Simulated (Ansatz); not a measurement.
**BaTe (zincblende) from LDA to hybrids**

All numbers come from Ansatz 0.2.0. These are computed values for a non-magnetic cell that may be hypothetical; none is a measurement.

Structure: zincblende BaTe, at its r2SCAN minimum. The symmetry is F-43m (No. 216, cubic); a = 7.828 Å in the conventional setting, 59.97 Å³ an atom. Ba has 4 Te at 3.39 Å; Te has 4 Ba at 3.39 Å.

Relaxed lattice by functional, symmetry kept:
```json
{"functional": "PBE", "k mesh": "6×6×6", "a (Å)": "7.828", "volume (Å³/atom)": "59.97"}
{"functional": "r2SCAN", "k mesh": "6×6×6", "a (Å)": "7.828", "volume (Å³/atom)": "59.97"}
{"functional": "PBEsol", "k mesh": "6×6×6", "a (Å)": "7.706", "volume (Å³/atom)": "57.19"}
{"functional": "LDA", "k mesh": "6×6×6", "a (Å)": "7.613", "volume (Å³/atom)": "55.15"}
{"functional": "HSE06", "k mesh": "4×4×4", "a (Å)": "7.815", "volume (Å³/atom)": "59.67"}
```

On this one geometry the levels give:

| level | k mesh | gap (eV) | kind | edges | least direct gap (eV) | rough cost |
| --- | --- | --- | --- | --- | --- | --- |
| LDA | 6×6×6 | 2.29 | indirect | W → Γ | 2.72 | 8 core-seconds |
| PBE | 6×6×6 | 2.57 | indirect | W → Γ | 2.94 | 14 core-seconds |
| PBE+SOC | 6×6×6 | 2.40 | indirect | X → Γ | 2.78 | 40 core-seconds |
| r2SCAN | 6×6×6 | 2.94 | indirect | W → Γ | 3.20 | 18 core-seconds |
| r2SCANh | 4×4×4 | 3.41 | indirect | W → Γ | 3.72 | 5 core-minutes |
| HSE06 | 4×4×4 | 3.31 | indirect | W → Γ | 3.70 | 3 core-minutes |
| HSE06+SOC | 4×4×4 | 3.13 | indirect | X → Γ | 3.51 | 18 core-minutes |
| DDH-PBE0 | 4×4×4 | 4.00 | indirect | W → Γ | 4.42 | 4 core-minutes |
| PBE0 | 4×4×4 | 3.98 | indirect | W → Γ | 4.40 | 3 core-minutes |
| Hartree-Fock | 4×4×4 | 8.30 | indirect | X → Γ | 8.71 | 4 core-minutes |
| G0W0@PBE (357 empty bands, 120 eV, 4×4×4) | 4×4×4 | 3.72 | – | W → Γ (mesh) | – | 9 core-minutes |

PBE: smearing of 0.02 eV; the others have fixed occupations.
Wave cutoffs: 420 eV, 500 eV (r2SCAN, r2SCANh).
The G0W0 gap is PBE's gap over the path plus the quasiparticle shift read on the mesh. G0W0 values are finite-basis, finite-mesh values.
Costs come from shared machines and give only the order; PBE's includes the band path. The runs had 2 threads of Arm Neoverse N1, with other jobs on the host.

The HSE06 gap is indirect, 3.31 eV (W to Γ), below the direct gap of 3.70 eV at X. Spin-orbit coupling changes the PBE gap by -0.165 eV, to 2.40 eV; at Γ the threefold valence level splits into a fourfold and a twofold level 0.61 eV apart, the fourfold one on top. Spin-orbit coupling changes the HSE06 gap by -0.185 eV, to 3.13 eV; at Γ the threefold valence level splits into a fourfold and a twofold level 0.68 eV apart, the fourfold one on top.

Set against the finite-basis gap of 3.72 eV from G0W0@PBE (357 empty bands, 120 eV, 4×4×4), the closest functional is PBE0, which differs by +0.26 eV, at about 11 times r2SCAN's rough cost; G0W0 itself took about 30 times r2SCAN's rough cost. The others: DDH-PBE0 +0.28, r2SCANh -0.31, HSE06 -0.41, r2SCAN -0.78, PBE -1.15, LDA -1.43, Hartree-Fock +4.58 eV. The yardstick's own error is a tenth of an eV or more. r2SCAN covers 50 % of the step from PBE to HSE06, while HSE06 needs about 11 times r2SCAN's rough cost (on a coarser mesh). For gaps to 0.1 eV, spin-orbit coupling (up to 0.19 eV here) has to be included. All these functionals give a gap of the same kind, indirect.

r2SCAN (ground state on 6×6×6): ε∞: 3.71 in all directions. Born charges, averaged over directions: Ba +2.07, Te -2.07 e. PBE (ground state on 6×6×6): ε∞: 3.94 in all directions. Born charges, averaged over directions: Ba +2.06, Te -2.06 e.

On the PBEsol cell (a = 7.706 Å), with PBEsol: The optical mode at Γ lies at 110 cm⁻¹ without the longitudinal term. With the long-range field the highest mode reaches 137 cm⁻¹. The electronic dielectric tensor ε∞ is 4.08 in all directions. With the ions relaxed, ε⁰ is 6.3 in all directions. Born charges, averaged over directions: Ba +2.04, Te -2.04 e.

Only the levels marked +SOC include spin-orbit coupling.
